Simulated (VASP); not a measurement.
# Ta (Im-3m) in VASP: further runs, part 2 of 2

VASP 6.6.1.

### 3 Relaxation of cell and atoms, PBEsol

This run uses another cell than the first one, of 17.70 Å³/atom, 0.983 times its volume.

INCAR

```
PREC = Accurate
ENCUT = 600
EDIFF = 1E-7
ISMEAR = 1
SIGMA = 0.1
LREAL = F
LASPH = T
NELM = 80
ALGO = Normal
ISIF = 3
LWAVE = F
LCHARG = F
GGA = PS
IBRION = 2
NSW = 90
EDIFFG = -0.005
```

KPOINTS

```
Automatic mesh
0
Gamma
  16 16 16
```

POSCAR

```
Ta                                      
1.0
   -1.6416853682      1.6416853682      1.6416853682
    1.6416853682     -1.6416853682      1.6416853682
    1.6416853682      1.6416853682     -1.6416853682
  Ta            
     1
Direct
     0.0000000000000000    0.0000000000000000    0.0000000000000000
```

Potentials or basis: VASP PAW PBE potentials, release 64 (Ta_pv).

The run is started by

```sh
$ cat potpaw_PBE.64/Ta_pv/POTCAR > POTCAR
$ mpirun -np 1 vasp_std > vasp.out
```

OUTCAR:

```text
PREC = Accurate
   ENCUT = 600
   EDIFF = 1E-7
   ISMEAR = 1
   LREAL = F
   LASPH = T
   NELM = 80
   ISIF = 3
   GGA = PS
   IBRION = 2
   NSW = 90
   EDIFFG = -0.005

 ion  position               nearest neighbor table
   1  0.000  0.000  0.000-

  LATTYP: Found a body centered cubic cell.
 ALAT       =     3.2833707364

  Lattice vectors:

 A1 = (  -1.6416853682,   1.6416853682,   1.6416853682)
 A2 = (   1.6416853682,  -1.6416853682,   1.6416853682)
 A3 = (   1.6416853682,   1.6416853682,  -1.6416853682)

Analysis of symmetry for initial positions (statically):
=====================================================================
 Subroutine PRICEL returns:
 Original cell was already a primitive cell.

 Routine SETGRP: Setting up the symmetry group for a
 body centered cubic supercell.

 Subroutine GETGRP returns: Found 48 space group operations
 (whereof 48 operations were pure point group operations)
 out of a pool of 48 trial point group operations.

The static configuration has the point symmetry O_h .

Analysis of symmetry for dynamics (positions and initial velocities):
=====================================================================
 Subroutine PRICEL returns:
 Original cell was already a primitive cell.

 Routine SETGRP: Setting up the symmetry group for a
 body centered cubic supercell.

 Subroutine GETGRP returns: Found 48 space group operations
 (whereof 48 operations were pure point group operations)
 out of a pool of 48 trial point group operations.

The dynamic configuration has the point symmetry O_h .

 Subroutine INISYM returns: Found 48 space group operations
 (whereof 48 operations are pure point group operations),
 and found     1 'primitive' translations

----------------------------------------------------------------------------------------

                                     Primitive cell

  volume of cell :      17.6982

  direct lattice vectors                    reciprocal lattice vectors
    -1.641685368  1.641685368  1.641685368     0.000000000  0.304565058  0.304565058
     1.641685368 -1.641685368  1.641685368     0.304565058  0.000000000  0.304565058
     1.641685368  1.641685368 -1.641685368     0.304565058  0.304565058  0.000000000

  length of vectors
     2.843482468  2.843482468  2.843482468     0.430720036  0.430720036  0.430720036

  position of ions in fractional coordinates (direct lattice)
     0.000000000  0.000000000  0.000000000

  ion indices of the primitive-cell ions
   primitive index   ion index
                 1           1

----------------------------------------------------------------------------------------

 KPOINTS: Automatic mesh

Automatic generation of k-mesh.
 Grid dimensions read from file:
 generate k-points for:   16   16   16

 Generating k-lattice:

  Cartesian coordinates                     Fractional coordinates (reciprocal lattice)
     0.000000000  0.019035316  0.019035316     0.062500000  0.000000000  0.000000000
     0.019035316  0.000000000  0.019035316     0.000000000  0.062500000  0.000000000
     0.019035316  0.019035316  0.000000000     0.000000000  0.000000000  0.062500000

  Length of vectors
     0.026920002  0.026920002  0.026920002

  Shift w.r.t. Gamma in fractional coordinates (k-lattice)
     0.000000000  0.000000000  0.000000000

 Subroutine IBZKPT returns following result:
 ===========================================

 Found    145 irreducible k-points:

 Following reciprocal coordinates:
            Coordinates               Weight
  0.000000  0.000000  0.000000      1.000000
  0.062500  0.000000  0.000000     12.000000
  0.125000  0.000000  0.000000     12.000000
  0.187500  0.000000  0.000000     12.000000
  0.250000  0.000000  0.000000     12.000000
  0.312500  0.000000  0.000000     12.000000
[... 16 lines left out ...]
  0.187500  0.187500  0.000000     24.000000
  0.250000  0.187500 -0.000000     48.000000
 [... further k-points ...]
   k-points           NKPTS =    145   k-points in BZ     NKDIM =    145   number of bands    NBANDS=      9
   number of dos      NEDOS =    301   number of ions     NIONS =      1
   total plane-waves  NPLWV =  13824
   dimension x,y,z NGX =    24 NGY =   24 NGZ =   24
   dimension x,y,z NGXF=    48 NGYF=   48 NGZF=   48
   ions per type =               1
   NGX,Y,Z   is equivalent  to a cutoff of  14.03, 14.03, 14.03 a.u.
   NGXF,Y,Z  is equivalent  to a cutoff of  28.06, 28.06, 28.06 a.u.
 SYSTEM =  unknown system
   PREC   = accura    normal or accurate (medium, high low for compatibility)
   ISTART =      0    job   : 0-new  1-cont  2-samecut
   ICHARG =      2    charge: 1-file 2-atom 10-const
   ISPIN  =      1    spin polarized calculation?
   LNONCOLLINEAR =      F non collinear calculations
   LSORBIT =      F    spin-orbit coupling
   LASPH  =      T    aspherical Exc in radial PAW
   ENCUT  =  600.0 eV  44.10 Ry    6.64 a.u.   5.68  5.68  5.68*2*pi/ulx,y,z
   NELM   =     80;   NELMIN=  2; NELMDL= -5     # of ELM steps
   EDIFF  = 0.1E-06   stopping-criterion for ELM
   LREAL  =      F    real-space projection
   EDIFFG = -.5E-02   stopping-criterion for IOM
   NSW    =     90    number of steps for IOM
   IBRION =      2    ionic relax: 0-MD 1-quasi-New 2-CG
   NFREE  =      1    steps in history (QN), initial steepest desc. (CG)
   ISIF   =      3    stress and relaxation
   ISYM   =      2    0-nonsym 1-usesym 2-fastsym
   POTIM  = 0.5000    time-step for ionic-motion
   TEBEG  =    0.0;   TEEND  =   0.0 temperature during run
   PSTRESS=    0.0 pullay stress
   NELECT =      11.0000    total number of electrons
   NUPDOWN=      -1.0000    fix difference up-down
   EMIN   =  10.00;   EMAX   =-10.00  energy-range for DOS
   EFERMI =   0.00;   METHOD = LEGACY
   ISMEAR =     1;   SIGMA  =   0.10  broadening in eV -4-tet -1-fermi 0-gaus
   EFERMI_NEDOS =   21; number of points for ismear=-14 and -15
   IALGO  =     38    algorithm
   IMIX   =      4    mixing-type and parameters
     AMIX     =   0.40;   BMIX     =  1.00
     AMIX_MAG =   1.60;   BMIX_MAG =  1.00
  volume/ion in A,a.u.               =      17.70       119.43
  Fermi-wavevector in a.u.,A,eV,Ry     =   1.397105  2.640146 26.557255  1.951903
  Thomas-Fermi vector in A             =   2.520394
   LORBIT       =      0    0 simple, 1 ext, 2 COOP (PROOUT), +10 PAW based schemes
   GGA     = PS    functional components
   LHFCALC =     F    Hartree Fock is set to
   AEXX    =    0.0000 exact exchange contribution
   IVDW    =     0    specifies the selected vdW correction
   LEPSILON=     F    determine dielectric tensor
   LRPA    =     F    only Hartree local field effects (RPA)
 conjugate gradient relaxation of ions
 non-spin polarized calculation
 Methfessel and Paxton  Order N= 1 SIGMA  =   0.10
  energy-cutoff  :      600.00
  volume of cell :       17.70
 maximum number of plane-waves:       610
   NGX = 11   NGY = 11   NGZ = 11

 number of electron      11.0000002 magnetization

 Free energy of the ion-electron system (eV)
  ---------------------------------------------------
  ext. energy  EPLUGINS =         0.00000000
  ---------------------------------------------------
  free energy    TOTEN  =       -12.54683032 eV

  energy without entropy =      -12.54604954  energy(sigma->0) =      -12.54657006

 E-fermi :   5.4355     XC(G=0): -12.8191

 val. band max:        5.4302068008   @ k =   0.3125   0.1250   0.0625
 cond. band min:       5.4431939600   @ k =  -0.3125   0.4375   0.1250
 fundamental gap:      0.0129871592
 Fermi energy:         5.4355091521

 k-point     1 :       0.0000    0.0000    0.0000
  band No.  band energies     occupation
      1     -27.4970      2.00000
      2     -27.4970      2.00000
      3     -27.4970      2.00000
      4      -2.5333      2.00000
      5       6.1796     -0.00000
      6       6.1796     -0.00000
      7       6.1796     -0.00000
      8       9.5135      0.00000
      9       9.5135      0.00000
[... 265 lines left out ...]
 k-point    24 :       0.2500    0.1875   -0.0000
  band No.  band energies     occupation
      1     -28.4819      2.00000
      2     -27.9047      2.00000
      3     -27.6054      2.00000
      4       1.7300      2.00000
      5       4.1622      2.00000
      6       4.8484      2.00000
      7       8.8513      0.00000
      8      10.3921      0.00000
      9      12.3512      0.00000

 [... further k-points ...]

------------------------ aborting loop because EDIFF is reached ----------------------------------------

  FORCE on cell =-STRESS in cart. coord.  units (eV):
  Direction    XX          YY          ZZ          XY          YZ          ZX
  --------------------------------------------------------------------------------------
  -------------------------------------------------------------------------------------
  Total       -0.0042851     -0.0042851     -0.0042851      0.0000000     -0.0000000      0.0000000
  in kB       -0.3879184     -0.3879184     -0.3879184      0.0000000     -0.0000000      0.0000000
  external PRESSURE =      -0.3879184 kB  Pullay stress =       0.0000000 kB

 VOLUME and BASIS-vectors are now :
 -----------------------------------------------------------------------------
  energy-cutoff  :      600.00
  volume of cell :       17.70
      direct lattice vectors                 reciprocal lattice vectors
    -1.641685368  1.641685368  1.641685368     0.000000000  0.304565058  0.304565058
     1.641685368 -1.641685368  1.641685368     0.304565058  0.000000000  0.304565058
     1.641685368  1.641685368 -1.641685368     0.304565058  0.304565058  0.000000000

 POSITION                                       TOTAL-FORCE (eV/Angst)
 -----------------------------------------------------------------------------------
      0.00000      0.00000      0.00000        -0.000000      0.000000     -0.000000
 -----------------------------------------------------------------------------------
    total drift:                                0.000000      0.000000     -0.000000

  FREE ENERGIE OF THE ION-ELECTRON SYSTEM (eV)
  ---------------------------------------------------
  free  energy   TOTEN  =       -12.5468303188 eV

  energy  without entropy=      -12.5460495435  energy(sigma->0) =      -12.54657006

 reached required accuracy - stopping structural energy minimisation
```

CONTCAR:

```text
Ta
   1.00000000000000
    -1.6416853682000001    1.6416853682000001    1.6416853682000001
     1.6416853682000001   -1.6416853682000001    1.6416853682000001
     1.6416853682000001    1.6416853682000001   -1.6416853682000001
  Ta
     1
Direct
     0.0000000000000000    0.0000000000000000    0.0000000000000000

  0.00000000E+00  0.00000000E+00  0.00000000E+00
```

It took 7.2 s on 1 thread of Intel Xeon 6975P-C (Granite Rapids), shared host; peak memory 0.16 GiB.

Results:

* Free energy: -12.5468 eV
* Pressure after relaxing: 0.0 GPa
* Band gap on the k mesh: none (metal or under the smearing width)

Final structure:
```xyz
1
Lattice="-1.6417 1.6417 1.6417 1.6417 -1.6417 1.6417 1.6417 1.6417 -1.6417" Properties=species:S:1:pos:R:3 pbc="T T T"
Ta    0.0000    0.0000    0.0000
```

Levels at points of the mesh, in eV from the Fermi level:
```
           k point  band 2  band 3  band 4  band 5  band 6  band 7  band 8  band 9
(0.00, 0.00, 0.00)  -32.93  -32.93   -7.97    0.74    0.74    0.74    4.08    4.08
(0.50, 0.00, 0.00)  -33.34  -32.94   -4.44   -1.58    1.72    3.97    5.02    8.00
(0.50, 0.50, 0.50)  -33.80  -33.80   -3.89   -3.89    7.01    7.01    7.01    8.85
```

Caveat: the relaxation stopped at its first step, so nothing moved; the PAW data sets were made with another functional, which shifts forces and pressure a little. The run has no spin-orbit coupling, so splittings on Ta are missing.
